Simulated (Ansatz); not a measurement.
# MoS2 in Ansatz: notebook

One slab, MoS2, is run at these levels: PBE+D3(BJ)-ATM, PBE+D4; tasks: relaxation of cell and atoms.

Everything below comes from runs of Ansatz 0.2.0. Logs are shortened: lines on timing, memory, paths and dates and some standing lists are left out, and cuts for length are marked.

## 1. The slab as given

The cell holds a slab with vacuum, 3 atoms: a = 3.184 Å, b = 3.184 Å, c = 17.335 Å, α = 90.00°, β = 90.00°, γ = 120.00°.

## 2. Relaxation of cell and atoms, PBE+D3(BJ)-ATM

input.yaml reads:

```yaml
crystal:
  lattice:
    - [3.1841260822, 0.0, 0.0]
    - [-1.5920630411, 2.757534076, 0.0]
    - [0.0, 0.0, 17.33459995]
  atoms:
    - { symbol: Mo, position: [0.0, 0.0, 0.0] }
    - { symbol: S, position: [0.3333333333, 0.6666666667, 0.91050702] }
    - { symbol: S, position: [0.3333333333, 0.6666666667, 0.08949298] }
hamiltonian:
  xc: pbe
  pseudopotentials: { kind: paw }
  dispersion: d3bjatm
kpoints:
  mp_grid: { grid: [10, 10, 2] }
scf:
  occupations: { method: fermi_dirac, width: 0.05 }
output:
  forces: true
  stress: true
  eigenvalues: true
relax:
  f_tol: 0.01
  max_steps: 40
  cell: { stress_tol: 0.05 }
```

Potentials or basis: Ansatz PAW.

Launch:

```sh
$ ansatz run input.yaml --threads 2 --pin off --max-ram 5632MiB --backend cpu --events-out ev --progress --plain --runs-dir out
```

What it wrote:

```text
Warning: RAYON_NUM_THREADS=2 ignored (pool sized by the plan → 2); use --threads N
Engine: ansatz 0.2.0, aarch64-unknown-linux-gnu
Pseudopotentials: kind: paw
Pseudopotential: Mo, paw, valence charge 14, recommended cutoff 420 eV (normal), Mo.paw.azcp
Pseudopotential: S, paw, valence charge 6, recommended cutoff 420 eV (normal), S.paw.azcp
Functional definition: PBE
  parameter kappa = 0.804
  parameter beta = 0.06672455060314922
  exchange = pbe_x(kappa = kappa, mu = beta*pi^2/3)
  correlation = pbe_c(beta = beta)
Crystal: 3 atoms, lattice volume = 152.204 Å³
Basis set: ecut = 420 eV, 3021 PW (Γ), exchange–correlation on 48×48×240 points (8 copies of the dense FFT grid, shifted against one another)
Bands: 17, of which v1, the nominal top of the filled ones, is band 13 counted from 1 (12 counted from 0)
Symmetry: 12 space group operations
Space group: P-6m2 (ITA 187), of the structure as read, at distance tolerance 5.3e-5 Å
k-points: 28 of 200 (time reversal used)
Non-local potential: Mo, projectors of the file, l = 0: 3, l = 1: 2, l = 2: 2, l = 3: 1
Non-local potential: S, projectors of the file, l = 0: 2, l = 1: 2, l = 2: 2
PAW form: soft (Blöchl's): semilocal exchange-correlation on the pseudo side does not see the compensation charge
PAW one-centre angular grid: Mo, 590 points (default); XC on 64 Gauss nodes
PAW one-centre angular grid: S, 110 points (default); XC on 64 Gauss nodes
Initial density: superposition of atomic densities (neutral atoms: chi_scale 0, normalization atom), corrected by the library's trained network
Initial wavefunctions: pseudopotential atomic-orbital guess
Functional: x = pbe(κ = 0.804, μ = 0.2195149727645171), c = pbe(β = 0.06672455060314922)
SCF iter   1: F=—  HF=-6763.734826 eV  |F-HF|=—  |Δ(HF+E_count)|=         —  Δρ=3.26e-3  dr2=5.47e-3  ethr=1.77e-3  ⟨swp⟩=9.1  Hψ=3308  notcnv=0
preconditioner: auto → none  [insulator: Δε(μ)=1.721 eV  Ē_g=8.057 eV  σ=0.050 eV  W_gap=1.00  n_scr=10 (ndim 8)  ℏωp=12.8 eV  f_vac=0.618  D(μ)=0.00/eV (n_scr^D=0)  ε∞_Penn≈3.5]
SCF iter   2: F=—  HF=-6763.742212 eV  |F-HF|=—  |Δ(HF+E_count)|=   7.39e-3  Δρ=2.15e-3  dr2=9.86e-3  ethr=2.11e-5  ⟨swp⟩=2.3  Hψ=1193  notcnv=0
SCF iter   3: F=—  HF=-6763.743379 eV  |F-HF|=—  |Δ(HF+E_count)|=   1.17e-3  Δρ=1.72e-3  dr2=8.09e-3  ethr=2.11e-5  ⟨swp⟩=2.1  Hψ=789  notcnv=0
SCF iter   4: F=—  HF=-6763.743517 eV  |F-HF|=—  |Δ(HF+E_count)|=   1.37e-4  Δρ=6.76e-4  dr2=5.37e-4  ethr=2.11e-5  ⟨swp⟩=2.0  Hψ=540  notcnv=0
SCF iter   5: F=—  HF=-6763.743792 eV  |F-HF|=—  |Δ(HF+E_count)|=   2.75e-4  Δρ=1.09e-4  dr2=9.02e-6  ethr=2.07e-6  ⟨swp⟩=2.4  Hψ=686  notcnv=0
SCF iter   6: F=—  HF=-6763.743752 eV  |F-HF|=—  |Δ(HF+E_count)|=   4.03e-5  Δρ=1.48e-5  dr2=2.38e-7  ethr=3.47e-8  ⟨swp⟩=2.5  Hψ=866  notcnv=0
SCF iter   7: F=-6763.743752 eV  HF=-6763.743752 eV  |F-HF|=2.48e-8  |Δ(HF+E_count)|=   2.77e-7  Δρ=2.18e-6  dr2=1.26e-8  ethr=3.85e-10  ⟨swp⟩=8.4  Hψ=2645  notcnv=0
SCF 1 converged in 7 iterations: F = -6763.743752 eV  dr2 = 1.26e-8
relax step   1: F+E_penalty+E_count = -6763.74375242 eV  Δ(F+E_penalty+E_count) = +0.000e0 eV  max|allowed force component| = 1.082e-1 eV/Å  Δτ_max = 0.0000 Å  P = -0.383 GPa  Ω = 152.204 Å³  (7 SCF iters, dr2 threshold 1.00e-7 eV, accepted)
Crystal: 3 atoms, lattice volume = 147.152 Å³
Basis set: ecut = 420 eV, 2829 PW (Γ), exchange–correlation on 48×48×240 points (8 copies of the dense FFT grid, shifted against one another)
Initial density: handed on by an earlier stage of this run
Initial wavefunctions: those handed on with the density
iter 1 solved again at ethr=2.73e-5 eV; its pass at ethr=3.10e-3 eV (dr2=7.09e-3 eV) is discarded
SCF iter   1: F=—  HF=-6763.745243 eV  |F-HF|=—  |Δ(HF+E_count)|=         —  Δρ=1.97e-3  dr2=7.21e-3  ethr=2.73e-5  ⟨swp⟩=2.9  Hψ=3859  notcnv=0
preconditioner: auto → none  [insulator: Δε(μ)=2.046 eV  Ē_g=8.142 eV  σ=0.050 eV  W_gap=1.00  n_scr=10 (ndim 8)  ℏωp=13.0 eV  f_vac=0.613  D(μ)=0.00/eV (n_scr^D=0)  ε∞_Penn≈3.5]
SCF iter   2: F=—  HF=-6763.743854 eV  |F-HF|=—  |Δ(HF+E_count)|=   1.39e-3  Δρ=1.06e-3  dr2=3.67e-3  ethr=2.73e-5  ⟨swp⟩=2.0  Hψ=691  notcnv=0
[... 18 lines left out ...]
SCF iter   9: F=-6763.751949 eV  HF=-6763.751949 eV  |F-HF|=9.09e-12  |Δ(HF+E_count)|=  6.91e-11  Δρ=1.09e-7  dr2=1.53e-11  ethr=1.00e-12  ⟨swp⟩=6.9  Hψ=3172  notcnv=0
SCF 3 converged in 9 iterations: F = -6763.751949 eV  dr2 = 1.53e-11
relax step   3: F+E_penalty+E_count = -6763.75194887 eV  Δ(F+E_penalty+E_count) = -8.196e-3 eV  max|allowed force component| = 1.240e-3 eV/Å  Δτ_max = 0.0143 Å  P = -0.057 GPa  Ω = 149.720 Å³  energy of the carried Pulay correction = +9.872e-5 eV  (9 SCF iters, accepted)
Crystal: 3 atoms, lattice volume = 149.422 Å³
Basis set: ecut = 420 eV, 2865 PW (Γ), exchange–correlation on 48×48×240 points (8 copies of the dense FFT grid, shifted against one another)
iter 1 solved again at ethr=1.02e-7 eV; its pass at ethr=3.10e-3 eV (dr2=2.64e-5 eV) is discarded
SCF iter   1: F=—  HF=-6763.752036 eV  |F-HF|=—  |Δ(HF+E_count)|=         —  Δρ=8.95e-5  dr2=2.19e-5  ethr=1.02e-7  ⟨swp⟩=3.0  Hψ=3451  notcnv=0
preconditioner: auto → none  [insulator: Δε(μ)=1.979 eV  Ē_g=8.122 eV  σ=0.050 eV  W_gap=1.00  n_scr=10 (ndim 8)  ℏωp=12.9 eV  f_vac=0.617  D(μ)=0.00/eV (n_scr^D=0)  ε∞_Penn≈3.5]
SCF iter   2: F=—  HF=-6763.752098 eV  |F-HF|=—  |Δ(HF+E_count)|=   6.27e-5  Δρ=7.73e-5  dr2=3.03e-5  ethr=8.43e-8  ⟨swp⟩=2.0  Hψ=672  notcnv=0
SCF iter   3: F=—  HF=-6763.752097 eV  |F-HF|=—  |Δ(HF+E_count)|=   1.59e-6  Δρ=7.31e-5  dr2=2.21e-5  ethr=8.43e-8  ⟨swp⟩=2.0  Hψ=664  notcnv=0
SCF iter   4: F=—  HF=-6763.752099 eV  |F-HF|=—  |Δ(HF+E_count)|=   1.88e-6  Δρ=2.94e-5  dr2=3.25e-6  ethr=8.43e-8  ⟨swp⟩=1.0  Hψ=476  notcnv=0
SCF iter   5: F=—  HF=-6763.752034 eV  |F-HF|=—  |Δ(HF+E_count)|=   6.49e-5  Δρ=6.38e-6  dr2=1.42e-7  ethr=1.25e-8  ⟨swp⟩=2.1  Hψ=613  notcnv=0
SCF iter   6: F=-6763.752034 eV  HF=-6763.752034 eV  |F-HF|=3.54e-9  |Δ(HF+E_count)|=   1.58e-8  Δρ=1.15e-6  dr2=4.13e-9  ethr=7.00e-11  ⟨swp⟩=4.8  Hψ=2438  notcnv=0
SCF 4 converged in 6 iterations: F = -6763.752034 eV  dr2 = 4.13e-9
relax step   4: F+E_penalty+E_count = -6763.75203364 eV  Δ(F+E_penalty+E_count) = -8.476e-5 eV  max|allowed force component| = 8.952e-4 eV/Å  Δτ_max = 0.0012 Å  P = +0.001 GPa  Ω = 149.422 Å³  energy of the carried Pulay correction = +1.107e-4 eV  (6 SCF iters, dr2 threshold 1.82e-8 eV, accepted)
Initial wavefunctions: pseudopotential atomic-orbital guess (no wavefunctions were taken with the density)
iter 1 solved again at ethr=5.78e-8 eV; its pass at ethr=3.10e-3 eV (dr2=1.50e-5 eV) is discarded
SCF iter   1: F=—  HF=-6763.751918 eV  |F-HF|=—  |Δ(HF+E_count)|=         —  Δρ=1.46e-5  dr2=4.97e-8  ethr=5.78e-8  ⟨swp⟩=4.5  Hψ=5244  notcnv=0
preconditioner: auto → none  [insulator: Δε(μ)=1.980 eV  Ē_g=8.121 eV  σ=0.050 eV  W_gap=1.00  n_scr=10 (ndim 8)  ℏωp=12.9 eV  f_vac=0.617  D(μ)=0.00/eV (n_scr^D=0)  ε∞_Penn≈3.5]
SCF iter   2: F=—  HF=-6763.751926 eV  |F-HF|=—  |Δ(HF+E_count)|=   7.81e-6  Δρ=7.44e-6  dr2=2.74e-8  ethr=1.91e-10  ⟨swp⟩=2.9  Hψ=961  notcnv=0
SCF iter   3: F=—  HF=-6763.751926 eV  |F-HF|=—  |Δ(HF+E_count)|=   2.07e-8  Δρ=5.65e-6  dr2=1.21e-7  ethr=1.06e-10  ⟨swp⟩=2.2  Hψ=724  notcnv=0  recentre
SCF iter   4: F=—  HF=-6763.751926 eV  |F-HF|=—  |Δ(HF+E_count)|=   1.41e-8  Δρ=9.66e-7  dr2=4.72e-10  ethr=1.06e-10  ⟨swp⟩=2.2  Hψ=712  notcnv=0
SCF iter   5: F=—  HF=-6763.751926 eV  |F-HF|=—  |Δ(HF+E_count)|=  2.26e-10  Δρ=2.64e-7  dr2=3.12e-11  ethr=1.82e-12  ⟨swp⟩=2.2  Hψ=764  notcnv=0
SCF iter   6: F=-6763.751926 eV  HF=-6763.751926 eV  |F-HF|=0.00e0  |Δ(HF+E_count)|=  3.55e-11  Δρ=5.56e-8  dr2=3.64e-12  ethr=1.00e-12  ⟨swp⟩=8.1  Hψ=2771  notcnv=0
SCF 5 converged in 6 iterations: F = -6763.751926 eV  dr2 = 3.64e-12
relax step   5: F+E_penalty+E_count = -6763.75192586 eV  Δ(F+E_penalty+E_count) = +1.078e-4 eV  max|allowed force component| = 9.566e-4 eV/Å  Δτ_max = 0.0000 Å  P = +0.002 GPa  Ω = 149.422 Å³  stress off target by 3.65e-3 GPa  SCF on the basis re-selected at this cell (its energy is not comparable with the rows above)  (6 SCF iters)
basis re-selected at this cell: Δ(F+E_penalty+E_count) = +1.078e-4 eV, ΔP = +0.000 GPa vs the last step (what re-selecting the basis moved, of the pressure what is left beyond the Pulay correction that the steps carried, after the strain that the cell walked since its last selection, with what the two solves' SCF thresholds leave and, on support functions, any second-order correction that the steps lacked; it is no measure of the basis error at this ecutwfc). This SCF's stress stands 3.65e-3 GPa from its target on what of the cell is left free (relax.cell.stress_tol is 5.00e-2 GPa) and its largest allowed force component is 9.57e-4 eV/Å (relax.f_tol is 1.00e-2 eV/Å): within both
SCF converged after 6 iterations
Free energy (F): -6763.751926 eV
Harris-Foulkes:  -6763.751926 eV  (|F-HF|=0.00e0)
Internal energy: -6763.751926 eV  (E = F + TS)
E sigma→0 (E₀):  -6763.751926 eV
Fermi energy:    0.769457 eV
--- Per-component energies (eV) ---
  E_band       = -425.380658
  E_kinetic    = 656.233946
  E_local      = -13214.157529  (includes V_loc(G=0)·N_el)
  E_nonlocal   = 199.139110
  E_hartree    = 6245.894007
  E_xc         = -378.534767
  E_vxc        = -405.017988  (∫ρ·V_xc dr)
  E_paw        = -4401.550692  (= ΣΔE_a)
  E_vpaw       = -153.366136  (= ΣTr[D̂ρ^β])
  E_aug_tail   = 0.000039  (compensation charges beyond the density's cutoff)
  E_ewald      = 4130.168401
  E_disp       = -0.944442  (pairwise vdW)
  E_smearing   = -0.000000  (= −TS)
  E_closure    = 0.000000  (closes the sum)
  Σ components = -6763.751926   (vs F -6763.751926, Δ=0.00e0)
--- Forces (eV/Å), atoms counted from 1 ---
  atom   1  Mo     0.00000000    -0.00000000     0.00000000
  atom   2  S      0.00000000    -0.00000000    -0.00095659
  atom   3  S      0.00000000    -0.00000000     0.00095659
  max |Σ_I F_I| component: 1.25e-16 eV/Å
--- Stress (GPa, compression-positive) ---
        0.003652       0.000000      -0.000000
        0.000000       0.003652       0.000000
       -0.000000       0.000000      -0.002215
  P = ⅓ Tr σ = 0.0017 GPa (0.017 kbar)
--- Band table (eV; the first three rows and the last of 28) ---
  k-point 0: bands = ["-60.9694", "-35.1256", "-34.8864", "-34.8864", "-14.3016", "-12.9901", "-5.8122", "-2.7121", "-2.7121", "-1.9810", "-1.5867", "-1.5867", "-0.2095", "2.7034", "2.7034", "2.9417", "2.9417"]
  k-point 1: bands = ["-60.9694", "-35.1256", "-34.8864", "-34.8864", "-14.3016", "-12.9901", "-5.8122", "-2.7121", "-2.7121", "-1.9810", "-1.5867", "-1.5867", "-0.2094", "2.7034", "2.7034", "2.9417", "2.9417"]
  k-point 2: bands = ["-60.9654", "-35.1178", "-34.9262", "-34.8955", "-14.1496", "-12.9269", "-5.6408", "-3.0403", "-2.5625", "-2.5536", "-1.8225", "-1.2481", "-0.2776", "2.5285", "2.5441", "2.7749", "2.9584"]
  k-point 27: bands = ["-60.9228", "-35.2084", "-35.1193", "-35.0343", "-12.1136", "-12.0572", "-5.5365", "-5.0189", "-3.9850", "-3.6064", "-3.1483", "-2.2079", "-0.2515", "1.7707", "2.9449", "3.3412", "4.7908"]
--- Relaxed structure (4 steps of the walk, 3 accepted, 1 SCFs on fresh bases) ---
  F+E_penalty+E_count = -6763.75192586 eV   max|allowed force component| = 9.566e-4 eV/Å   (the final SCF, on the basis selected at the relaxed cell)
  cell:  # Å, volume = 149.4222 Å³
    - [3.155106969652238, 2.4502729856238926e-33, 0.0]
    - [-1.577553484826119, 2.732402787376176, 0.0]
    - [0.0, 0.0, 17.332305530652082]
  atoms:
    - { symbol: Mo, position: [0.0, -2.878355989888597e-17, 0.0] }
    - { symbol: S, position: [0.3333333333333333, 0.6666666666666666, 0.9096121989264114] }
    - { symbol: S, position: [0.3333333333333333, 0.6666666666666666, 0.09038780107358836] }
```

Wall time 21 s (2 threads of Arm Neoverse V1, shared host); peak memory 0.4 GiB.

Results:

```
Free energy                            : -6763.7519 eV
Relaxed volume                         : 49.81 Å³/atom
Relaxed cell                           : a = 3.155 Å, b = 3.155 Å, c = 17.332 Å, α = 90.00°, β = 90.00°, γ = 120.00°
Space group after relaxing (to 0.05 Å) : P-6m2 (No. 187)
Energy gained by relaxing              : 2.7 meV/atom
Ionic steps                            : 4
Band gap on the k mesh                 : 1.98 eV, indirect (least direct gap 2.02 eV)
```

The path:
```tsv
step	energy change (eV)	largest force (eV/Å)	volume (Å³)
1	0.0000	0.1082	152.20
2	-0.0082	0.0012	149.72
3	-0.0083	0.0009	149.42
4	-0.0082	0.0010	149.42
```

Final structure:
```cif
data_structure
_symmetry_space_group_name_H-M 'P 1'
_symmetry_Int_Tables_number 1
_cell_length_a 3.1551
_cell_length_b 3.1551
_cell_length_c 17.3323
_cell_angle_alpha 90.000
_cell_angle_beta 90.000
_cell_angle_gamma 120.000
_cell_volume 149.42
loop_
_atom_site_label
_atom_site_type_symbol
_atom_site_fract_x
_atom_site_fract_y
_atom_site_fract_z
_atom_site_occupancy
Mo1 Mo 0.00000 0.00000 0.00000 1
S1 S 0.33333 0.66667 0.90961 1
S2 S 0.33333 0.66667 0.09039 1
```

Caveat: the plane-wave basis is chosen anew once the cell has moved, so the energies of steps on either side of that aren't comparable.

## 3. Relaxation of cell and atoms, PBE+D4

Changes to input.yaml since step 2:

```diff
@@ -12,3 +12,3 @@
   pseudopotentials: { kind: paw }
-  dispersion: d3bjatm
+  dispersion: d4
 kpoints:
```

Potentials or basis: Ansatz PAW.

Launch:

```sh
$ ansatz run input.yaml --threads 2 --pin off --max-ram 5632MiB --backend cpu --events-out ev --progress --plain --runs-dir out
```

What it wrote:

```text
Warning: RAYON_NUM_THREADS=2 ignored (pool sized by the plan → 2); use --threads N
[... 9 set-up lines as earlier in the session ...]
Crystal: 3 atoms, lattice volume = 152.204 Å³
[... 102 lines left out ...]
  atom   3  S     -0.00000000    -0.00000000     0.00068042
  max |Σ_I F_I| component: 6.01e-17 eV/Å
--- Stress (GPa, compression-positive) ---
        0.003463       0.000000       0.000000
       -0.000000       0.003463       0.000000
        0.000000       0.000000      -0.003558
  P = ⅓ Tr σ = 0.0011 GPa (0.011 kbar)
--- Band table (eV; the first three rows and the last of 28) ---
  k-point 0: bands = ["-60.9664", "-35.1235", "-34.8837", "-34.8837", "-14.3058", "-12.9900", "-5.8158", "-2.7168", "-2.7168", "-1.9780", "-1.5893", "-1.5893", "-0.2052", "2.7074", "2.7074", "2.9486", "2.9486"]
  k-point 1: bands = ["-60.9664", "-35.1235", "-34.8838", "-34.8838", "-14.3058", "-12.9900", "-5.8158", "-2.7168", "-2.7168", "-1.9780", "-1.5893", "-1.5893", "-0.2052", "2.7074", "2.7074", "2.9486", "2.9486"]
  k-point 2: bands = ["-60.9624", "-35.1156", "-34.9237", "-34.8928", "-14.1535", "-12.9269", "-5.6444", "-3.0448", "-2.5630", "-2.5580", "-1.8253", "-1.2470", "-0.2737", "2.5326", "2.5506", "2.7813", "2.9630"]
  k-point 27: bands = ["-60.9197", "-35.2067", "-35.1173", "-35.0318", "-12.1154", "-12.0585", "-5.5415", "-5.0216", "-3.9870", "-3.6075", "-3.1477", "-2.2050", "-0.2511", "1.7722", "2.9513", "3.3480", "4.7996"]
--- Relaxed structure (4 steps of the walk, 3 accepted, 1 SCFs on fresh bases) ---
  F+E_penalty+E_count = -6763.81960583 eV   max|allowed force component| = 6.804e-4 eV/Å   (the final SCF, on the basis selected at the relaxed cell)
  cell:  # Å, volume = 149.3650 Å³
    - [3.154490776621894, 0.0, 0.0]
    - [-1.577245388310947, 2.731869148558263, 0.0]
    - [0.0, 0.0, 17.332437925304422]
  atoms:
    - { symbol: Mo, position: [0.0, -2.8783559898885975e-17, 0.0] }
    - { symbol: S, position: [0.3333333333333333, 0.6666666666666666, 0.9096773929689604] }
    - { symbol: S, position: [0.3333333333333333, 0.6666666666666666, 0.09032260703103959] }
```

Run time: 21 s. Hardware: 2 threads of Arm Neoverse V1, shared host; peak memory 0.4 GiB.

Results:

```yaml
Free_energy: -6763.8196 eV
Relaxed_volume: 49.79 Å³/atom
Relaxed_cell: a = 3.154 Å, b = 3.154 Å, c = 17.332 Å, α = 90.00°, β = 90.00°, γ = 120.00°
Space_group_after_relaxing_to_0.05_Å: P-6m2 (No. 187)
Energy_gained_by_relaxing: 2.8 meV/atom
Ionic_steps: 4
Band_gap_on_the_k_mesh: 1.98 eV, indirect (least direct gap 2.02 eV)
```

Step by step:
```tsv
step	energy change (eV)	largest force (eV/Å)	volume (Å³)
1	0.0000	0.0830	152.20
2	-0.0083	0.0031	149.71
3	-0.0084	0.0006	149.36
4	-0.0083	0.0007	149.36
```

Final structure:
```yaml
crystal:
  lattice:
    - [3.15449, 0.00000, 0.00000]
    - [-1.57725, 2.73187, 0.00000]
    - [0.00000, 0.00000, 17.33244]
  atoms:
    - { symbol: Mo, position: [0.00000, 0.00000, 0.00000] }
    - { symbol: S, position: [0.33333, 0.66667, 0.90968] }
    - { symbol: S, position: [0.33333, 0.66667, 0.09032] }
```

Caveat: the plane-wave basis is chosen anew once the cell has moved, so the energies of steps on either side of that aren't comparable. PBE gaps usually lie below the measured ones, often by a third to a half.
